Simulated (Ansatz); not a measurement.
## H: what symmetry allows forces and stress to be

```yaml
crystal:
  lattice:
    - [3.87469, 0.00000, 0.00000]
    - [-1.93735, 3.47215, 0.03169]
    - [0.00000, 0.04809, 5.21805]
  atoms:
    - { symbol: H, position: [0.34483, 0.68965, 0.17455] }
    - { symbol: H, position: [0.64683, 0.29367, 0.66714] }
    - { symbol: H, position: [0.68167, 0.36334, 0.82500] }
    - { symbol: H, position: [0.32667, 0.65334, 0.33331] }
```

Theory: DFT PBEsol, scalar-relativistic, plane waves, PAW (Ansatz 0.2.0).

Plane waves to 420 eV, a k mesh through Γ of 9×9×6 on the computed 4-atom cell and Gaussian smearing (0.02 eV); no spin polarisation.

This distorted cell has space group Cm, with 2 operations.

Question: Without a calculation: in which directions can each atom feel a force?

Answer: A force must be left unchanged by every operation that keeps its atom in place, so it lies in the space that those operations leave fixed. Atoms that the group maps onto each other feel forces of one size.
```csv
atom,site symmetry,operations at the site,equivalent to atom,allowed force (Cartesian)
H1,m,2,1,"in the plane normal to (1.00, 0.00, 0.00)"
H2,m,2,2,"in the plane normal to (1.00, 0.00, 0.00)"
H3,m,2,3,"in the plane normal to (1.00, 0.00, 0.00)"
H4,m,2,4,"in the plane normal to (1.00, 0.00, 0.00)"
```

That leaves 8 independent force components of 12, tied by 2 conditions that the forces sum to zero, so 6 remain. A relaxation in this cell that keeps the symmetry moves the atoms in these directions alone.

Question: And the stress tensor?

Answer: It must be invariant under the point group, which leaves 4 independent components: xz, xy vanish.

Question: Do the computed values obey this?

Answer: Yes. Forces (eV/Å):
```
H1   0.000 -0.280  1.987
H2   0.000  0.727  2.407
H3   0.000 -0.728 -2.406
H4   0.000  0.280 -1.989
```

Stress (GPa, compression positive, xx yy zz yz xz xy): -0.03 -0.53 -8.37 -0.84 0.00 0.00. The program imposes the same operations on density, forces and stress, so this confirms the analysis and is no independent test of the calculation.

 The cell holds molecules, and where no dispersion correction was added their binding is poorly described.